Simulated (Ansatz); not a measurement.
# ZrN (Fm-3m) in Ansatz: settings compared

The runs below take ZrN through band structure, phonons, with revPBE, LDA.

All numbers are computed with Ansatz 0.2.0; they aren't measurements. Logs are shortened: lines on timing, memory, paths and dates and some standing lists are left out, and cuts for length are marked.

## Step 1: The structure

Symmetry: Fm-3m, No. 225, cubic system. The conventional cell has a = 4.600 Å, b = 4.600 Å, c = 4.600 Å, α = 90.00°, β = 90.00°, γ = 90.00°. Zr (site symmetry m-3m) has 6 N at 2.30 Å as nearest neighbours. N (site symmetry m-3m) is surrounded by 6 Zr at 2.30 Å.

## Step 2: Band structure, revPBE

Input file input.yaml:

```yaml
crystal:
  lattice:
    - [0.0, 2.3, 2.3]
    - [2.3, 0.0, 2.3]
    - [2.3, 2.3, 0.0]
  atoms:
    - { symbol: Zr, position: [0.5, 0.5, 0.5] }
    - { symbol: "N", position: [0.0, 0.0, 0.0] }
kpoints:
  mp_grid: { grid: [10, 10, 10] }
  band_path:
    path:
      - [0.0, 0.0, 0.0]
      - [0.5, 0.0, 0.5]
      - [0.5, 0.25, 0.75]
      - [0.375, 0.375, 0.75]
      - [0.0, 0.0, 0.0]
      - [0.5, 0.5, 0.5]
      - [0.625, 0.25, 0.625]
      - [0.5, 0.25, 0.75]
    npoints: 10
scf:
  occupations: { method: fermi_dirac, width: 0.05 }
hamiltonian:
  xc: revpbe
  pseudopotentials: { kind: all_electron, lapw: { basis_error: 0.001 } }
output:
  forces: true
  stress: true
  eigenvalues: true
```

Potentials or basis: all-electron LAPW, scalar-relativistic.

Run with:

```sh
> ansatz run input.yaml --threads 1 --pin off --max-ram 3072MiB --backend cpu --events-out ev --progress --plain --runs-dir out
```

Output:

```text
Warning: RAYON_NUM_THREADS=1 ignored (pool sized by the plan → 1); use --threads N
LAPW: plane waves up to 8.589 Å⁻¹, error target 1.0e-3 eV per atom; small_component_spin mean_spin; N in spheres of 1.055 Å, 7 of its electrons in bands, Dirac shells []; Zr in spheres of 1.245 Å, 30 of its electrons in bands, Dirac shells [] (how accurate: hamiltonian.pseudopotentials.lapw.basis_error, Limitations)
Engine: ansatz 0.2.0, aarch64-unknown-linux-gnu
Pseudopotentials: kind: all_electron
Pseudopotential: Zr, LAPW, valence charge 30, lapw/all_electron/scalar/gaussian/Zr, Koelling and Harmon's equation, gaussian nucleus
Pseudopotential: N, LAPW, valence charge 7, lapw/all_electron/scalar/gaussian/N, Koelling and Harmon's equation, gaussian nucleus
Functional definition: revPBE
  parameter kappa = 1.245
  parameter beta = 0.06672455060314922
  exchange = pbe_x(kappa = kappa, mu = beta*pi^2/3)
  correlation = pbe_c(beta = beta)
Crystal: 2 atoms, lattice volume = 24.334 Å³
Basis set: ecut = 281.03697774045264 eV, 259 PW (Γ), exchange–correlation at level 2
Bands: 23, of which v1, the nominal top of the filled ones, is band 19 counted from 1 (18 counted from 0)
Symmetry: 48 space group operations
Space group: Fm-3m (ITA 225), of the structure as read, at distance tolerance 2.9e-5 Å
k-points: 47 of 1000
Non-local potential: Zr, projectors of the file, none
Non-local potential: N, projectors of the file, none
Initial density: superposition of atomic densities (chi_scale 0.1, normalization cell, long waves kept (reshape's long-wave potential 0.00 eV rms))
Initial wavefunctions: plane waves of lowest kinetic energy (no species holds an atomic orbital)
Functional: x = revpbe(κ = 1.245, μ = 0.2195149727645171), c = pbe(β = 0.06672455060314922)
iter 1 solved again at ethr=1.17e-2 eV; its pass at ethr=1.00e-1 eV (dr2=4.33e0 eV) is discarded
SCF iter   1: F=—  HF=-99428.542730 eV  |F-HF|=—  |Δ(HF+E_count)|=         —  Δρ=1.15e-1  dr2=4.33e0  ethr=1.17e-2  ⟨swp⟩=2.0  Hψ=7202  notcnv=0
preconditioner: auto → Kerker (q_TF=auto, 2.926 Å⁻¹)  [metal: Δε(μ)=0.124 eV  Ē_g=19.401 eV  σ=0.050 eV  W_gap=0.48  n_scr=14 (ndim 8)  ℏωp=29.2 eV  f_vac=0.000  D(μ)=0.44/eV (n_scr^D=0)]
iter 2 solved again at ethr=1.44e-4 eV; its pass at ethr=1.17e-2 eV (dr2=5.33e-2 eV) is discarded
SCF iter   2: F=—  HF=-99426.645628 eV  |F-HF|=—  |Δ(HF+E_count)|=    1.90e0  Δρ=1.77e-2  dr2=5.31e-2  ethr=1.44e-4  ⟨swp⟩=2.1  Hψ=5401  notcnv=0
SCF iter   3: F=—  HF=-99426.606147 eV  |F-HF|=—  |Δ(HF+E_count)|=   3.95e-2  Δρ=3.10e-2  dr2=3.50e-1  ethr=1.44e-4  ⟨swp⟩=3.0  Hψ=3644  notcnv=0
SCF iter   4: F=—  HF=-99426.587338 eV  |F-HF|=—  |Δ(HF+E_count)|=         —  Δρ=7.98e-3  dr2=1.10e-2  ethr=1.44e-4  ⟨swp⟩=2.9  Hψ=3576  notcnv=0
the basis was enlarged: its passes take 160.9 KiB over the memory plan, 1 of 1 planned eigensolver slots
SCF iter   5: F=—  HF=-99426.577400 eV  |F-HF|=—  |Δ(HF+E_count)|=   9.94e-3  Δρ=2.08e-3  dr2=1.35e-3  ethr=2.98e-5  ⟨swp⟩=2.9  Hψ=3540  notcnv=0
SCF iter   6: F=—  HF=-99426.576744 eV  |F-HF|=—  |Δ(HF+E_count)|=   6.56e-4  Δρ=1.84e-3  dr2=1.28e-3  ethr=3.64e-6  ⟨swp⟩=2.0  Hψ=3267  notcnv=0
SCF iter   7: F=—  HF=-99426.576417 eV  |F-HF|=—  |Δ(HF+E_count)|=   3.27e-4  Δρ=2.58e-4  dr2=2.12e-5  ethr=3.46e-6  ⟨swp⟩=2.0  Hψ=3267  notcnv=0
SCF iter   8: F=—  HF=-99426.576408 eV  |F-HF|=—  |Δ(HF+E_count)|=   8.49e-6  Δρ=7.63e-5  dr2=1.97e-6  ethr=5.74e-8  ⟨swp⟩=2.0  Hψ=3267  notcnv=0
SCF iter   9: F=—  HF=-99426.576408 eV  |F-HF|=—  |Δ(HF+E_count)|=   5.80e-7  Δρ=1.76e-5  dr2=8.95e-8  ethr=5.32e-9  ⟨swp⟩=2.1  Hψ=3276  notcnv=0
SCF iter  10: F=-99426.576408 eV  HF=-99426.576408 eV  |F-HF|=6.98e-10  |Δ(HF+E_count)|=   1.11e-8  Δρ=3.98e-6  dr2=4.07e-9  ethr=2.42e-10  ⟨swp⟩=2.0  Hψ=3268  notcnv=0
SCF 1 converged in 10 iterations: F = -99426.576408 eV  dr2 = 4.07e-9
NSCF: frozen V_eff on 71 k-points
SCF converged after 10 iterations
Free energy (F): -99426.576408 eV
Harris-Foulkes:  -99426.576408 eV  (|F-HF|=6.98e-10)
Internal energy: -99426.570002 eV  (E = F + TS)
E sigma→0 (E₀):  -99426.573205 eV
Entropy (-TS):   -0.006406 eV (-3.203 meV/atom)
Fermi energy:    19.346451 eV
--- Per-component energies (eV) ---
  E_band       = -4735.713240
  E_kinetic    = 102646.264884
  E_xc         = -3306.178010
  E_electrostatic = -198766.656876  (all electrons and nuclei)
  E_smearing   = -0.006406  (= −TS)
  E_closure    = 0.000000  (closes the sum)
  E_atoms      = -99408.198071  (free atoms, spherical and without spin; not in F)
  Σ components = -99426.576408   (vs F -99426.576408, Δ=0.00e0)
  Basis errors (estimates in eV, not in F): energy 3.7e-4 per atom: plane waves 3.4e-4 (1.9e-4 summed), levels above the bands 4.3e-27, relativity 3.9e-8, radial functions 3.6e-5, core shells 2.9e-14; eigenvalues (radial functions only) 1.2e-6; not estimated: angular momenta, meshes, grids; target (lapw.basis_error) 1.0e-3; muffin-tin radii N 1.055 Å, Zr 1.245 Å
--- Forces (eV/Å), atoms counted from 1 ---
  atom   1  Zr    -0.00000000     0.00000000     0.00000000
  atom   2  N     -0.00000000    -0.00000000    -0.00000000
  max |Σ_I F_I| component: 2.19e-30 eV/Å
--- Stress (GPa, compression-positive) ---
        1.941650       0.000000       0.000000
        0.000000       1.941650      -0.000000
        0.000000      -0.000000       1.941650
  P = ⅓ Tr σ = 1.9416 GPa (19.416 kbar)
--- Band table (eV; the first three rows and the last of 47) ---
  k-point 0: bands = ["-380.2377", "-358.4519", "-293.0353", "-293.0353", "-293.0353", "-150.1518", "-150.1518", "-150.1485", "-150.1485", "-150.1485", "-30.3268", "-7.9610", "-7.9610", "-7.9610", "3.0092", "16.6525", "16.6525", "16.6525", "18.9206", "18.9206", "18.9206", "20.8685", "20.8685"]
  k-point 1: bands = ["-380.2377", "-358.4519", "-293.0353", "-293.0353", "-293.0353", "-150.1518", "-150.1518", "-150.1485", "-150.1485", "-150.1485", "-30.3141", "-8.0793", "-7.9699", "-7.9699", "3.2042", "15.8686", "16.1233", "16.1233", "19.1751", "19.2074", "19.2074", "21.5651", "21.5651"]
  k-point 2: bands = ["-380.2377", "-358.4519", "-293.0353", "-293.0353", "-293.0353", "-150.1518", "-150.1518", "-150.1485", "-150.1485", "-150.1485", "-30.2807", "-8.3755", "-7.9928", "-7.9928", "3.7157", "14.4247", "15.1801", "15.1801", "19.6189", "19.9115", "19.9115", "23.0949", "23.0949"]
  k-point 46: bands = ["-380.2377", "-358.4519", "-293.0353", "-293.0353", "-293.0353", "-150.1518", "-150.1518", "-150.1485", "-150.1485", "-150.1485", "-30.1482", "-8.6666", "-8.4982", "-8.3593", "4.0606", "14.0882", "14.5636", "14.6394", "19.3046", "21.3303", "23.7768", "23.7771", "25.0606"]
```

Wall time 20 s (1 thread of Arm Neoverse N1, shared host); peak memory 0.29 GiB.

Results:

```
Free energy             : -99426.5764 eV
Pressure                : 1.9 GPa
Band gap along the path : none (metal or under the smearing width)
```

Levels at the corners of the path, in eV from the Fermi level:
```tsv
point	band 16	band 17	band 18	band 19	band 20	band 21	band 22	band 23
Γ	-2.69	-2.69	-2.69	-0.43	-0.43	-0.43	1.52	1.52
X	-4.62	-3.47	-3.21	-3.21	3.28	4.42	4.42	4.79
W	-5.44	-4.78	-4.78	0.97	0.97	4.43	4.48	5.80
K	-5.52	-4.79	-4.48	-0.74	3.32	3.58	5.02	5.62
Γ	-2.69	-2.69	-2.69	-0.43	-0.43	-0.43	1.52	1.52
L	-7.65	-5.69	-5.69	2.94	3.00	3.00	4.66	7.57
U	-5.52	-4.79	-4.48	-0.74	3.32	3.58	5.02	5.62
W	-5.44	-4.78	-4.78	0.97	0.97	4.43	4.48	5.80
```

## Step 3: Phonons, LDA

Input file input.yaml:

```yaml
crystal:
  lattice:
    - [0.0, 2.3, 2.3]
    - [2.3, 0.0, 2.3]
    - [2.3, 2.3, 0.0]
  atoms:
    - { symbol: Zr, position: [0.5, 0.5, 0.5] }
    - { symbol: "N", position: [0.0, 0.0, 0.0] }
kpoints:
  mp_grid: { grid: [7, 7, 7] }
scf:
  occupations: { method: fermi_dirac, width: 0.05 }
hamiltonian:
  xc: lda
  pseudopotentials: { kind: all_electron, lapw: { basis_error: 0.001 } }
output: {}
phonons:
  method: fd
  supercell: [1, 1, 1]
```

Potentials or basis: all-electron LAPW, scalar-relativistic.

Run with:

```sh
> ansatz run input.yaml --threads 1 --pin off --max-ram 3072MiB --backend cpu --events-out ev --progress --plain --runs-dir out
```

Output:

```text
Warning: RAYON_NUM_THREADS=1 ignored (pool sized by the plan → 1); use --threads N
LAPW: plane waves up to 8.813 Å⁻¹, error target 1.0e-3 eV per atom; small_component_spin mean_spin; N in spheres of 1.028 Å, 7 of its electrons in bands, Dirac shells []; Zr in spheres of 1.203 Å, 30 of its electrons in bands, Dirac shells [] (how accurate: hamiltonian.pseudopotentials.lapw.basis_error, Limitations)
Engine: ansatz 0.2.0, aarch64-unknown-linux-gnu
Pseudopotentials: kind: all_electron
Pseudopotential: Zr, LAPW, valence charge 30, lapw/all_electron/scalar/gaussian/Zr, Koelling and Harmon's equation, gaussian nucleus
Pseudopotential: N, LAPW, valence charge 7, lapw/all_electron/scalar/gaussian/N, Koelling and Harmon's equation, gaussian nucleus
Functional definition: SPW92
  exchange = slater_x
  correlation = pw_c
Crystal: 2 atoms, lattice volume = 24.334 Å³
Basis set: ecut = 295.9440308520663 eV, 283 PW (Γ), exchange–correlation at level 2
Bands: 23, of which v1, the nominal top of the filled ones, is band 19 counted from 1 (18 counted from 0)
Symmetry: 48 space group operations
k-points: 20 of 343
Non-local potential: Zr, projectors of the file, none
Non-local potential: N, projectors of the file, none
Initial density: superposition of atomic densities (chi_scale 0.1, normalization cell, long waves kept (reshape's long-wave potential 0.00 eV rms))
Initial wavefunctions: plane waves of lowest kinetic energy (no species holds an atomic orbital)
Functional: x = slater, c = lda
iter 1 solved again at ethr=1.24e-2 eV; its pass at ethr=1.00e-1 eV (dr2=4.60e0 eV) is discarded
SCF iter   1: F=—  HF=-99306.863875 eV  |F-HF|=—  |Δ(HF+E_count)|=         —  Δρ=1.18e-1  dr2=4.60e0  ethr=1.24e-2  ⟨swp⟩=2.0  Hψ=3069  notcnv=0
preconditioner: auto → Kerker (q_TF=auto, 2.926 Å⁻¹)  [metal: Δε(μ)=0.031 eV  Ē_g=19.340 eV  σ=0.050 eV  W_gap=0.16  n_scr=14 (ndim 8)  ℏωp=29.2 eV  f_vac=0.000  D(μ)=1.32/eV (n_scr^D=14)]
iter 2 solved again at ethr=1.63e-4 eV; its pass at ethr=1.24e-2 eV (dr2=6.02e-2 eV) is discarded
SCF iter   2: F=—  HF=-99305.045047 eV  |F-HF|=—  |Δ(HF+E_count)|=    1.82e0  Δρ=1.96e-2  dr2=5.99e-2  ethr=1.63e-4  ⟨swp⟩=2.0  Hψ=2260  notcnv=0  defer=1
[... 29 lines left out ...]
SCF iter   5: F=-99304.865506 eV  HF=-99304.865506 eV  |F-HF|=7.28e-11  |Δ(HF+E_count)|=   1.01e-7  Δρ=1.03e-6  dr2=1.33e-10  ethr=3.58e-10  ⟨swp⟩=2.4  Hψ=2751  notcnv=0
SCF 3 converged in 5 iterations: F = -99304.865506 eV  dr2 = 1.33e-10
SCF converged after 8 iterations
Free energy (F): -99304.865988 eV
Harris-Foulkes:  -99304.865988 eV  (|F-HF|=2.91e-10)
Internal energy: -99304.860166 eV  (E = F + TS)
E sigma→0 (E₀):  -99304.863077 eV
Entropy (-TS):   -0.005823 eV (-2.911 meV/atom)
Fermi energy:    19.057662 eV
--- Per-component energies (eV) ---
  E_band       = -4734.168753
  E_kinetic    = 102480.610204
  E_xc         = -3181.765468
  E_electrostatic = -198603.704901  (all electrons and nuclei)
  E_smearing   = -0.005823  (= −TS)
  E_closure    = 0.000000  (closes the sum)
  E_atoms      = -99283.684314  (free atoms, spherical and without spin; not in F)
  Σ components = -99304.865988   (vs F -99304.865988, Δ=0.00e0)
  Basis errors (estimates in eV, not in F): energy 3.4e-4 per atom: plane waves 3.2e-4 (1.9e-4 summed), levels above the bands 2.4e-26, relativity 1.0e-8, radial functions 2.1e-5, core shells 1.7e-13; eigenvalues (radial functions only) 2.5e-6; not estimated: angular momenta, meshes, grids; target (lapw.basis_error) 1.0e-3; muffin-tin radii N 1.028 Å, Zr 1.203 Å
--- Forces (eV/Å), atoms counted from 1 ---
  atom   1  Zr     0.00000000    -0.00000000     0.00000000
  atom   2  N     -0.00000000    -0.00000000    -0.00000000
  max |Σ_I F_I| component: 2.33e-30 eV/Å
--- Band table (eV; the first three rows and the last of 20) ---
  k-point 0: bands = ["-379.1698", "-355.0621", "-292.7634", "-292.7634", "-292.7634", "-150.5813", "-150.5813", "-150.5778", "-150.5778", "-150.5778", "-30.5193", "-8.1972", "-8.1972", "-8.1972", "2.8887", "16.2805", "16.2805", "16.2805", "18.4864", "18.4864", "18.4864", "20.4458", "20.4458"]
  k-point 1: bands = ["-379.1698", "-355.0621", "-292.7634", "-292.7634", "-292.7634", "-150.5813", "-150.5813", "-150.5778", "-150.5778", "-150.5778", "-30.4937", "-8.4319", "-8.2150", "-8.2150", "3.2858", "14.8941", "15.3397", "15.3397", "18.9275", "19.0372", "19.0372", "21.7549", "21.7549"]
  k-point 2: bands = ["-379.1698", "-355.0621", "-292.7634", "-292.7634", "-292.7634", "-150.5813", "-150.5813", "-150.5778", "-150.5778", "-150.5778", "-30.4356", "-8.9212", "-8.2546", "-8.2546", "4.1971", "12.8465", "14.0721", "14.0721", "19.8104", "20.3285", "20.3285", "24.1655", "24.1655"]
  k-point 19: bands = ["-379.1698", "-355.0621", "-292.7634", "-292.7634", "-292.7634", "-150.5813", "-150.5813", "-150.5778", "-150.5778", "-150.5778", "-30.3402", "-8.8737", "-8.8578", "-8.5194", "4.1135", "13.2854", "14.1758", "14.1911", "19.3196", "20.6918", "23.1479", "23.7138", "24.9204"]
--- Phonons: 2 displaced members + reference (amplitude 0.01 Å, Σ member SCF iterations 12) ---
  symmetry images taken by strict's conditions (phonons.symmetry_images: auto; settled by no image being taken that strict refuses)
  ASR residual: 1.232e-4 → 0.000e0 eV/Å²; symmetrization residual: 2.118e-4 eV/Å²
  largest component of a force at the reference: 2.9e-30 eV/Å
  ASR residual per site (eV/Å²): 1.23e-4 5.34e-5
  Γ frequencies (cm⁻¹): 0.00 0.00 0.00 464.85 464.85 464.85
  density of states and harmonic sums: on the 23×23×23 q-mesh, interpolated from the force constants of a 1×1×1 supercell (no non-analytic term)
  largest difference from the sums on the solved wave vectors: F 4.14e-1 eV, S 6.72e-4 and C_V 2.58e-4 eV/K
  zero-point energy: 0.109762 eV/cell   skipped modes (ω ≤ 0): 3   left out of the sums: 4.11e-5 of the cell's modes: C_V's classical limit lies that fraction below 3 k_B per atom; for a crystal, a wire or a layer, F and S can be off by more, and a phonons.interpolated_qmesh denser along its periods is the remedy for the sampling
```

phdos.tsv:

```text
# omega_inv_cm	omega_thz	g_bin_mean(omega)[modes/inv_cm]
# format = ansatz-phdos/2
# interpolated_qmesh = 23 23 23
# force_constants_supercell = 1 1 1
# lo_to_splitting: not included (the non-analytic LO-TO correction is not applied to the interpolated dynamical matrix; polar crystals: no LO-TO splitting at GAMMA, and LO and other optical branches, acoustic branches and sound speeds, and with them the density of states and the thermodynamics, can be off between the wave vectors that the force constants were sampled on, most near GAMMA; a larger extent of the force constants narrows that region and is not shown to mend the acoustic slopes)
# g_bin_mean(omega): the modes in a bin one row spacing wide, centred on omega, divided by that spacing. A flat band (one whose frequency is the same at every q-point) is counted whole in the row whose bin holds it (on the edge of two bins, in the lower row). The modes of the run's own cell are the sum of g_bin_mean times the row spacing in inv_cm (a plain sum, not the trapezoid rule); for a one-atom cell on a GAMMA-only q-mesh every row is zero, so that sum is 0, not 3
0.000000	0.000000	9.279114e-9
0.929704	0.027872	2.412570e-7
1.859408	0.055744	9.093532e-7
2.789112	0.083615	2.022847e-6
3.718816	0.111487	3.581738e-6
4.648520	0.139359	5.586027e-6
[... 493 lines left out ...]
463.922263	13.908040	5.021695e-3
464.851967	13.935911	6.481491e-4
```

phthermo.tsv:

```text
# format = ansatz-phthermo/1
# interpolated_qmesh = 23 23 23
# force_constants_supercell = 1 1 1
# non_analytic_term = not included (the non-analytic LO-TO correction is not applied to the interpolated dynamical matrix; polar crystals: no LO-TO splitting at GAMMA, and LO and other optical branches, acoustic branches and sound speeds, and with them the density of states and the thermodynamics, can be off between the wave vectors that the force constants were sampled on, most near GAMMA; a larger extent of the force constants narrows that region and is not shown to mend the acoustic slopes)
# zero_point_energy_ev = 1.0976188014e-1
# n_skipped_modes = 3
# share_of_modes_left_out = 4.1094764527e-5
# rigid_motions_known_by = geometry
# t_k	f_vib_ev	s_ev_per_k	c_v_ev_per_k
0.0000	1.0976188014e-1	0.0000000000e0	0.0000000000e0
10.0000	1.0976172225e-1	7.9789042267e-8	2.9319983950e-7
20.0000	1.0975793366e-1	8.8139346902e-7	3.0874882439e-6
30.0000	1.0973684141e-1	3.8952938830e-6	1.4627440459e-5
40.0000	1.0966581415e-1	1.1097382001e-5	3.8242888203e-5
50.0000	1.0949979048e-1	2.2782475660e-5	6.8008792900e-5
[... 93 lines left out ...]
990.0000	-5.0243166431e-1	1.0342980266e-3	5.0736473859e-4
1000.0000	-5.1280018639e-1	1.0393981639e-3	5.0755342814e-4
```

Run time: 34 s. Hardware: 1 thread of Arm Neoverse N1, shared host; peak memory 0.28 GiB.

Results:

```
Free energy                   : -99304.8660 eV
Band gap on the k mesh        : none (metal or under the smearing width)
Highest phonon frequency at Γ : 465 cm⁻¹
```

Phonon frequencies in cm⁻¹ (negative: imaginary):
| q point | frequencies |
| --- | --- |
| (0.000, 0.000, 0.000) | 0 0 0 465 465 465 |

Caveat: the k mesh is thin for a metal, which can move the energy by tens of meV per atom; a metal's response needs a denser mesh.
